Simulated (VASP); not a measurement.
# Settings for TiC: energy along a vibration (SMASS = -2)

TiC, atoms displaced along the mode, 2 atoms in the cell. PBEsol, energy along a line of displacements; PAW potentials Ti_sv, C (PBE set). VASP 6.6.1.

Wanted: harmonic frequency within 1 %.

Mode: optical mode at Gamma along x.

POSCAR of the starting run:
```
TiC
1.0
    0.0000000000      2.1657188437      2.1657188437
    2.1657188437      0.0000000000      2.1657188437
    2.1657188437      2.1657188437      0.0000000000
Ti C
1 1
Direct
    0.0037048429     -0.0037048429     -0.0037048429
    0.4852352248      0.5147647752      0.5147647752

    0.0040118240   0.0000000000   0.0000000000
   -0.0159881760   0.0000000000   0.0000000000
```

The series start from k mesh: 8 × 8 × 8; Cutoff (eV): 520; Step along the mode (Å): 0.02; Electronic threshold (eV): 1e-7; Smearing width (eV): 0.15; Precision and projection: Accurate, reciprocal space; Extrapolation between steps (IWAVPR): 11. Each series keeps the choices made before it, and each single choice may use up half of a tolerance.

## k mesh

| k mesh | Harmonic frequency (THz) | Time (s) |
|---|---|---|
| 3 × 3 × 3 | 14.58 | 17 |
| 5 × 5 × 5 | 9.466 | 37 |
| 6 × 6 × 6 | 12.75 | 44 |
| 8 × 8 × 8 | 15.93 | 95 |
| 9 × 9 × 9 | 15.78 | 130 |
| 12 × 12 × 12 (reference) | 15.34 | 270 |

Chosen: 12 × 12 × 12; the next looser run is off by more than half of the tolerance, so convergence isn't shown beyond this value.

## Cutoff (eV)

| Cutoff (eV) | Harmonic frequency (THz) | Time (s) |
|---|---|---|
| 280 | 15.18 | 202 |
| 340 | 15.18 | 200 |
| 400 | 15.35 | 195 |
| 460 | 15.36 | 200 |
| 520 | 15.34 | 270 |
| 600 (reference) | 15.34 | 231 |

Chosen: 400, the loosest value from which every tighter one stays within half of the tolerance.

## Electronic threshold (eV)

| Electronic threshold (eV) | Harmonic frequency (THz) | Time (s) |
|---|---|---|
| 0.001 | 15.26 | 111 |
| 0.0001 | 15.26 | 123 |
| 1e-5 | 15.26 | 142 |
| 1e-6 | 15.26 | 194 |
| 1e-7 | 15.26 | 207 |
| 1e-8 (reference) | 15.26 | 229 |

Chosen: 0.001.

## Smearing width (eV)

| Smearing width (eV) | Harmonic frequency (THz) | Time (s) |
|---|---|---|
| 0.4 | 15.26 | 127 |
| 0.3 | 15.26 | 146 |
| 0.2 | 15.27 | 144 |
| 0.15 | 15.26 | 111 |
| 0.1 (reference) | 15.28 | 146 |

Chosen: 0.4.

## Precision and projection

| Precision and projection | Harmonic frequency (THz) | Time (s) |
|---|---|---|
| Accurate, reciprocal space | 15.26 | 127 |
| Normal, reciprocal space | 15.26 | 74 |
| Normal, Auto | 15.2 | 116 |

Chosen: Normal, reciprocal space, the fastest of those that stay within half of the tolerance.

## Extrapolation between steps (IWAVPR)

| Extrapolation between steps (IWAVPR) | Harmonic frequency (THz) | Time (s) |
|---|---|---|
| 11 | 15.26 | 74 |
| 12 | 15.26 | 71 |
| 0 | 15.25 | 100 |

Chosen: 11; no other choice that stays within half of the tolerance saves 30 % of the time.

Also changed on the way, by series that aren't shown: Step along the mode (Å): 0.04.

## All choices together

| Input | Harmonic frequency (THz) | Time (s) |
|---|---|---|
| defaults on a coarse mesh (naive) | 15.12 | 4.2 |
| chosen settings | 15.26 | 74 |
| reference settings throughout | 15.3 | 359 |

The chosen settings stay within the tolerance of the reference run, but the reference itself isn't shown to be converged in: k mesh.

## The input

INCAR:
```
SYSTEM = TiC
GGA = PS
PREC = Normal
ENCUT = 400
EDIFF = 0.001
ALGO = Normal
LREAL = .False.
LASPH = .True.
ISMEAR = 1
SIGMA = 0.4
ISYM = 0
LWAVE = .False.
LCHARG = .False.
IBRION = 0
SMASS = -2
POTIM = 1
NSW = 9
NELMIN = 4
IWAVPR = 11
KPAR = 2
```

KPOINTS:
```
Automatic mesh
0
Gamma
  12 12 12
  0 0 0
```

POSCAR:
```
TiC
1.0
    0.0000000000      2.1657188437      2.1657188437
    2.1657188437      0.0000000000      2.1657188437
    2.1657188437      2.1657188437      0.0000000000
Ti C
1 1
Direct
    0.0074096858     -0.0074096858     -0.0074096858
    0.4704704496      0.5295295504      0.5295295504

    0.0080236481   0.0000000000   0.0000000000
   -0.0319763519   0.0000000000   0.0000000000
```

Commands:
```
cat potpaw_PBE.64/Ti_sv/POTCAR potpaw_PBE.64/C/POTCAR > POTCAR
mpirun -np 2 vasp_std > vasp.out
```

Limits: NELMIN = 4 forces that many electronic steps, so a loose EDIFF looks better here than it is.

The chosen input took VASP 6.6.1 74 s on 2 cores (Intel Xeon Platinum 8488C (Sapphire Rapids)), a shared host.

## An input that fails: SMASS left out, so the atoms move under their forces

It runs to its end, but against the unchanged starting input it is off by 8.4 % in the harmonic frequency.

Changes against the starting input:
```
- SMASS = -2
```
